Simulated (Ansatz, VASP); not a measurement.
# One calculation of Pb, two programs

```
Pb
1.0
     3.43297    0.00000    0.00000
    -1.71648    2.97304    0.00000
     0.00000    0.00000    5.51445
Pb
2
Direct
  0.66667 0.33333 0.75000
  0.33333 0.66667 0.25000
```

Change from the starting cell: volume scaled by 0.96.

Alike in both runs: task single point; functional PBEsol; k mesh 9 × 9 × 5; occupations fermi-dirac, width 0.05 eV; no spin polarisation.

|  | VASP | Ansatz |
| --- | --- | --- |
| version | VASP 6.6.1 | Ansatz 0.2.0 |
| potentials or method | VASP PAW PBE potentials, release 64 (Pb_d) | Ansatz PAW |
| plane-wave cutoff (eV) | 520 | 420 |
| valence electrons in the cell | 28 | 28 |

|  | VASP | Ansatz | Ansatz less VASP |
| --- | --- | --- | --- |
| gap on the k mesh at the Fermi level (eV) | none | none | - |
| pressure (GPa) | 3.3 | 3.4 | +0.09 |
| largest component of the traceless stress (GPa) | 3.07 | 3.08 | +0.004 |

A gap of «none» marks a metal or a gap that the smearing closes. With one functional, cell and mesh, what is left measures potentials, basis and numerics.

Caveats: the PAW data sets were made with another functional, which shifts forces and pressure a little (VASP); the PAW data sets come from PBE, with cores solved anew for the run's functional, which leaves a small shift of forces and pressure (Ansatz). The runs have no spin-orbit coupling, so splittings on Pb are missing.
